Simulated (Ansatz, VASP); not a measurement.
# Two plane-wave programs on SnO2

```
Sn O
1.0
     1.59099    0.91856    4.37077
    -1.59099    0.91856    4.37077
     0.00000   -1.83711    4.37077
Sn O
1 2
Direct
  0.50000 0.50000 0.50000
  0.26048 0.26048 0.26048
  0.73952 0.73952 0.73952
```

Alike in both runs: task single point; functional PBEsol; k mesh 12 × 12 × 12; occupations gaussian, width 0.05 eV; no spin polarisation.

|  | VASP | Ansatz |
| --- | --- | --- |
| version | VASP 6.6.1 | Ansatz 0.2.0 |
| potentials or method | VASP PAW PBE potentials, release 64 (Sn_d, O) | scalar-relativistic, plane waves, PAW |
| plane-wave cutoff (eV) | 520 | 520 |
| valence electrons in the cell | 26 | 26 |

Ansatz gave:

- gap on the k mesh at the Fermi level (eV): 0.99
- least direct gap on the mesh (eV): 1.06
- pressure (GPa): -12.7
- largest component of the traceless stress (GPa): 10.65
- rms of the force components (eV/Å): 1.483

Which values does VASP return?

gap on the k mesh at the Fermi level (eV): 0.97; least direct gap on the mesh (eV): 1.03; pressure (GPa): -12.2; largest component of the traceless stress (GPa): 10.85; rms of the force components (eV/Å): 1.454.

Atom by atom the forces differ by 0.029 eV/Å (rms over components). Ansatz warned: «pseudo_functional_mismatch».

Caveats: the PAW data sets were made with another functional, which shifts forces and pressure a little (VASP); spin-orbit coupling is left out, which moves the levels of the heavy elements. A k mesh can miss the band edges.
